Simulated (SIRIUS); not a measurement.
## InP: equation of state with LDA

**Measured values to compare with.**

A printed reference work, data compilation reports, for a bulk crystal of InP: bulk modulus 71 GPa.

InP:

```
CELL_PARAMETERS angstrom
0.00000 2.93050 2.93050
2.93050 0.00000 2.93050
2.93050 2.93050 0.00000
ATOMIC_POSITIONS crystal
In 0.00000 0.00000 0.00000
P 0.75000 0.75000 0.75000
```

```
Program             : SIRIUS 7.12.0
Task                : equation of state
Functional          : LDA
Potentials or basis : all-electron FP-LAPW
Cutoff              : 172 eV
Basis               : apw+lo standard
k mesh              : 8 × 8 × 8
Occupations         : fermi-dirac, width 0.05 eV
Spin                : no spin polarisation
```

- Equilibrium volume: 24.72 Å³/atom
- Bulk modulus: 72 GPa
- Pressure derivative of the bulk modulus: 5.0 (rough: it moves with the points fitted)

Energy against volume, from the lowest point:
| volume (Å³/atom) | energy (meV/atom) |
| --- | --- |
| 23.657 | 11.11 |
| 24.160 | 3.05 |
| 24.663 | 0.00 |
| 25.167 | 1.61 |
| 25.670 | 7.77 |
| 26.173 | 17.27 |
| 26.677 | 30.00 |

All runs of the series together: 5.1 min on 1 thread of Arm Neoverse V2, on a shared host.

Measured bulk modulus of InP: 71 GPa (a printed reference work, data compilation). This calculation gives 72 GPa (+1.6 %). The fit is for a static lattice scaled at fixed shape and fixed fractional positions.

LDA usually gives volumes a few per cent too small.
